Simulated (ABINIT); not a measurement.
# BP (F-43m) in ABINIT: further runs, part 2 of 2

ABINIT 10.8.3 (patched build). Earlier steps stand in the parts before.

### Step 5. Band structure, RPBE

Input file run.abi:

```
# Datasets: ground state, then fixed potential
ndtset 2

# Pseudopotentials
pp_dirpath "./"
pseudos "P.upf, B.upf"

# Structure
acell 3*1.0
rprim
     0.0000000000     4.2877885768     4.2877885768
     4.2877885768     0.0000000000     4.2877885768
     4.2877885768     4.2877885768     0.0000000000
ntypat 2
znucl 15 5
natom 2
typat 1 2
xred
     0.7500000000     0.7500000000     0.7500000000
     0.0000000000     0.0000000000     0.0000000000

# Plane-wave basis
ecut 38.0

# Exchange and correlation
ixc 15

# Bands and occupations
occopt 3
tsmear 0.05 eV

# SCF cycle
nstep 100

# Output
iomode 3
prtwf 0
prteig 0
prtebands 0
enunit 2
prtden1 1
prtvha1 1
prtvclmb1 1
prtpot1 1
prtelf1 1

# Dataset 1
kptopt1 1
ngkpt1 10 10 10
nshiftk1 1
shiftk1 0.0 0.0 0.0
nband1 8
tolvrs1 1.0e-10

# Dataset 2: bands along G-X-W-K-G-L-U-W-L-K
iscf2 -2
getden2 1
nband2 12
nbdbuf2 2
tolwfr2 1.0e-12
kptopt2 -9
ndivsm2 5
prteig2 1
kptbounds2
     0.0000000000     0.0000000000     0.0000000000
     0.5000000000     0.0000000000     0.5000000000
     0.5000000000     0.2500000000     0.7500000000
     0.3750000000     0.3750000000     0.7500000000
     0.0000000000     0.0000000000     0.0000000000
     0.5000000000     0.5000000000     0.5000000000
     0.6250000000     0.2500000000     0.6250000000
     0.5000000000     0.2500000000     0.7500000000
     0.5000000000     0.5000000000     0.5000000000
     0.3750000000     0.3750000000     0.7500000000
```

Potentials or basis: PseudoDojo NC SR PBE v0.4.1 standard.

Run with:

```
> abinit run.abi > log 2>&1
```

run.abo:

```text
.Version 10.8.3 of ABINIT
 DATASET    1 : space group F-4 3 m (#216); Bravais cF (face-center cubic)
================================================================================
 Values of the parameters that define the memory need for DATASET  1.
     intxc =       0    ionmov =       0      iscf =       7    lmnmax =       6
     lnmax =       6     mgfft =      36  mpssoang =       3    mqgrid =    3001
     natom =       2  nloc_mem =       1    nspden =       1   nspinor =       1
    nsppol =       1      nsym =      24    n1xccc =    2501    ntypat =       2
    occopt =       3   xclevel =       2
       mpw =        1784          nfft =       46656          nkpt =          47
================================================================================
================================================================================

 DATASET    2 : space group F-4 3 m (#216); Bravais cF (face-center cubic)
================================================================================
 Values of the parameters that define the memory need for DATASET  2.
     intxc =       0    ionmov =       0      iscf =      -2    lmnmax =       6
     lnmax =       6     mgfft =      36  mpssoang =       3    mqgrid =    3001
     natom =       2  nloc_mem =       1    nspden =       1   nspinor =       1
    nsppol =       1      nsym =      24    n1xccc =    2501    ntypat =       2
    occopt =       3   xclevel =       2
       mpw =        1807          nfft =       46656          nkpt =          87
================================================================================
[... 1272 lines left out ...]
  -4.24448   -1.18286    2.72092    4.59810   10.45719   14.22514   14.48088   16.65552
  19.19067   20.35920   24.30991   25.70865
 kpt#  84, nband= 12, wtk=  1.00000, kpt=  0.4167  0.4167  0.6667 (reduced coord)
  -3.99820   -0.99230    2.01513    4.34925   10.15511   14.99309   15.25959   15.98054
  19.03245   20.09610   25.20673   26.02252
 kpt#  85, nband= 12, wtk=  1.00000, kpt=  0.4028  0.4028  0.6944 (reduced coord)
  -3.73487   -0.83738    1.43373    4.12400    9.88878   14.87080   15.76856   16.46264
  18.88136   19.93616   25.70683   26.79850
 kpt#  86, nband= 12, wtk=  1.00000, kpt=  0.3889  0.3889  0.7222 (reduced coord)
  -3.48906   -0.79577    1.09851    3.93187    9.66822   14.08812   16.47084   17.30955
  18.77525   19.94550   25.80836   27.98735
 kpt#  87, nband= 12, wtk=  1.00000, kpt=  0.3750  0.3750  0.7500 (reduced coord)
  -3.33221   -0.87450    1.09204    3.77931    9.49836   13.32861   16.98798   17.87636
  18.94904   20.21595   25.74867   28.33873

== END DATASET(S) ==============================================================
================================================================================

 -outvars: echo values of variables after computation  --------
            acell      1.0000000000E+00  1.0000000000E+00  1.0000000000E+00 Bohr
           etotal1    -9.9005275932E+00
            fcart1    -4.9060932994E-31 -4.9060932994E-31  1.4718279898E-30
                       4.9060932994E-31  4.9060932994E-31 -1.4718279898E-30
            rprim      0.0000000000E+00  4.2877885768E+00  4.2877885768E+00
                       4.2877885768E+00  0.0000000000E+00  4.2877885768E+00
                       4.2877885768E+00  4.2877885768E+00  0.0000000000E+00
           strten1    -6.5797428643E-05 -6.5797428643E-05 -6.5797428643E-05
                       0.0000000000E+00  0.0000000000E+00  0.0000000000E+00
           xangst      3.4034999977E+00  3.4034999977E+00  3.4034999977E+00
                       0.0000000000E+00  0.0000000000E+00  0.0000000000E+00
             xred      7.5000000000E-01  7.5000000000E-01  7.5000000000E-01
                       0.0000000000E+00  0.0000000000E+00  0.0000000000E+00
 Calculation completed.
```

Wall time 40 s (1 thread of Arm Neoverse V2, shared host); peak memory 0.1 GiB.

What came out:

- Free energy: -269.4071 eV
- Pressure: 1.9 GPa
- Band gap on the k mesh: 1.31 eV, indirect (least direct gap 3.41 eV)
- Band gap along the path: 1.32 eV, indirect (least direct gap 3.41 eV)
- Valence electrons inside the program's atomic spheres: P 2.93; B 2.72

Levels at the corners of the path, in eV from the valence-band top:
```
point  band 1  band 2  band 3  band 4  band 5  band 6  band 7  band 8
    Γ  -15.44    0.00    0.00    0.00    3.41    3.41    3.41    7.39
    X  -10.60   -8.56   -4.10   -4.10    1.41    1.75   12.07   12.07
    W  -10.33   -8.05   -5.64   -5.43    5.39    6.85    7.25    7.46
    K  -10.61   -8.15   -6.18   -3.50    2.22    6.05    9.71   10.60
    Γ  -15.44    0.00    0.00    0.00    3.41    3.41    3.41    7.39
    L  -12.13   -9.00   -1.76   -1.76    3.81    4.74    4.74   10.25
    U  -10.61   -8.15   -6.18   -3.50    2.22    6.05    9.71   10.60
    W  -10.33   -8.05   -5.64   -5.43    5.39    6.85    7.25    7.46
    L  -12.13   -9.00   -1.76   -1.76    3.81    4.74    4.74   10.25
    K  -10.61   -8.15   -6.18   -3.50    2.22    6.05    9.71   10.60
```

Caveat: the potentials were made for another functional, which shifts forces and pressure.

### Step 6. Overview

| task | level | potentials or basis | cutoff (eV) | fine-grid cutoff | V0 of scaled cells (Å³/atom) | B0 (GPa) |
| --- | --- | --- | --- | --- | --- | --- |
| equation of state | HCTH407 | JTH PAW PBE v2.0 | 544 | 1088.46 eV | 11.66 | 162 |
| equation of state | PBEsol | JTH PAW PBE v2.0 | 408 | 816.342 eV | 11.60 | 170 |
| equation of state | PBE+D2 | JTH PAW PBE v2.0 | 544 | 1088.46 eV | 11.53 | 169 |
| band structure | RPBE | PseudoDojo NC SR PBE v0.4.1 standard | 1034 | - | - | - |

Alike in all rows: no spin polarisation; cell as given; k mesh 10 × 10 × 10; smearing fermi-dirac 0.05 eV.

Caveats: pressures at fixed basis lie under the slope of the energies (some runs); the PAW data sets were made with another functional, which shifts forces and pressure a little (some runs); the potentials were made for another functional, which shifts forces and pressure (some runs).

Absolute energies hang on the potentials; compare differences alone.

### Step 7. Against experiment

Step 2. A measured bulk modulus of BP is 179 GPa (300 K; “Equation of state of single-crystal cubic boron phosphide”, 2014, arxiv:1407.1677); the calculated 162 GPa misses it by -9.7 %. 3 values of this kind are on record (173 to 179 GPa); this one was drawn at random among those near their median, those with a stated uncertainty first. The fit is for a static lattice scaled at fixed shape and fixed fractional positions.

Step 3. Measured bulk modulus of BP: 179 GPa (300 K; “Equation of state of single-crystal cubic boron phosphide”, 2014, arxiv:1407.1677). This calculation gives 170 GPa (-5.2 %). 3 values of this kind are on record (173 to 179 GPa); this one was drawn at random among those near their median, those with a stated uncertainty first. The fit is for a static lattice scaled at fixed shape and fixed fractional positions.

Step 4. A measured bulk modulus of BP is 179 GPa (300 K; “Equation of state of single-crystal cubic boron phosphide”, 2014, arxiv:1407.1677); the calculated 169 GPa misses it by -5.6 %. 3 values of this kind are on record (173 to 179 GPa); this one was drawn at random among those near their median, those with a stated uncertainty first. The fit is for a static lattice scaled at fixed shape and fixed fractional positions.
